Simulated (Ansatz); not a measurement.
CdS (Greenockite):

```
CELL_PARAMETERS angstrom
4.15000 0.00000 0.00000
-2.07500 3.59401 0.00000
0.00000 0.00000 6.73700
ATOMIC_POSITIONS crystal
Cd 0.66667 0.33333 0.50000
Cd 0.33333 0.66667 0.00000
S 0.66667 0.33333 0.87500
S 0.33333 0.66667 0.37500
```

* Program: Ansatz 0.2.0
* Task: relaxation of cell and atoms
* Functional: RPBE
* Dispersion: D3(BJ)
* Potentials or basis: Ansatz PAW
* Cutoff: 420 eV (not typed: the program's choice for these potentials)
* k mesh: 7 × 7 × 4
* Occupations: fermi-dirac, width 0.05 eV
* Spin: no spin polarisation

At the start: volume 25.12 Å³/atom.

**Question.** Where does the relaxation end?

**Answer.** It ends after 6 steps and the volume is 23.30 Å³/atom (-7.3 %); space group P6_3mc (No. 186, to 0.05 Å).

The path:
```tsv
step	energy change (eV)	largest force (eV/Å)	volume (Å³)
1	0.0000	0.0890	100.48
2	-0.1095	0.0263	92.94
3	-0.1100	0.0201	93.25
4	-0.1106	0.0094	93.20
5	-0.1107	0.0015	93.19
6	-0.1087	0.0015	93.19
```

Final structure:
```xyz
4
Lattice="4.0710 0.0000 0.0000 -2.0355 3.5256 0.0000 0.0000 0.0000 6.4925" Properties=species:S:1:pos:R:3 pbc="T T T"
Cd    2.0355    1.1752    3.2224
Cd    0.0000    2.3504   -0.0239
S     2.0355    1.1752    5.7048
S     0.0000    2.3504    2.4585
```

Caveat: the plane-wave basis is chosen anew once the cell has moved, so the energies of steps on either side of that aren't comparable; the PAW data sets come from PBE, with cores solved anew for the run's functional, which leaves a small shift of forces and pressure.
